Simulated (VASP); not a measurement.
A run of VASP 6.6.1:

File INCAR:

```
SYSTEM = GaN
PREC = Accurate ; ENCUT = 520
EDIFF = 1E-7 ; ISMEAR = 0
SIGMA = 0.01 ; LREAL = .False.
LASPH = .True. ; NELM = 100
ALGO = Normal ; ISIF = 2
LWAVE = .False. ; LCHARG = .False.
GGA = PS ; NBANDS = 16
```

File KPOINTS:

```
regular mesh
0
Gamma
  4 4 4
  0 0 0
```

POSCAR

```
GaN
1.0
    0.0000000000      2.2535000000      2.2535000000
    2.2535000000      0.0000000000      2.2535000000
    2.2535000000      2.2535000000      0.0000000000
Ga N
1 1
Direct
    0.0000000000      0.0000000000      0.0000000000
    0.7500000000      0.7500000000      0.7500000000
```

Potentials or basis: VASP PAW PBE potentials, release 64 (Ga_d, N).

Command:

```sh
$ cat potpaw_PBE.64/Ga_d/POTCAR potpaw_PBE.64/N/POTCAR > POTCAR
$ mpirun -np 1 vasp_std > vasp.out
```

Hardware: 1 thread of Intel(R) Xeon(R) Platinum 8259CL CPU @ 2.50GHz (Skylake/Cascade Lake) (shared host).

**Question.** How long does it take, and how much memory?

**Answer.** Run time: 5.3 s on 1 thread of Intel(R) Xeon(R) Platinum 8259CL CPU @ 2.50GHz (Skylake/Cascade Lake), on a shared host, peak memory 0.13 GiB. Counts: scf iterations 13, k points 8.
